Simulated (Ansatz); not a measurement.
The system is CsSnBr3.

```
Cs Sn Br
1.0
     5.83901    0.00000    0.00000
     0.00000    5.83901    0.00000
     0.00000    0.00000    5.83901
Cs Sn Br
1 1 3
Direct
  0.00000 0.00000 0.00000
  0.50000 0.50000 0.50000
  0.00000 0.50000 0.50000
  0.50000 0.50000 0.00000
  0.50000 0.00000 0.50000
```

The cell is a database's computed one.

Base run:

* Program: Ansatz 0.2.0
* Functional: LDA
* Potentials or basis: Ansatz PAW
* Cutoff: 420 eV (not typed: the program's choice for these potentials)
* k mesh: 5 × 5 × 5
* Occupations: fermi-dirac, width 0.05 eV
* Spin: no spin polarisation

Its results: pressure -2.0 GPa.

Problem. The run is repeated on the same cell with these changes: functional from LDA to PBE. What comes out?

Solution. Pressure 0.5 GPa.

PBE binds less tightly than LDA, so the same cell stands under more pressure.

Caveats: the PAW data sets come from PBE, with cores solved anew for the run's functional, which leaves a small shift of forces and pressure (some runs).
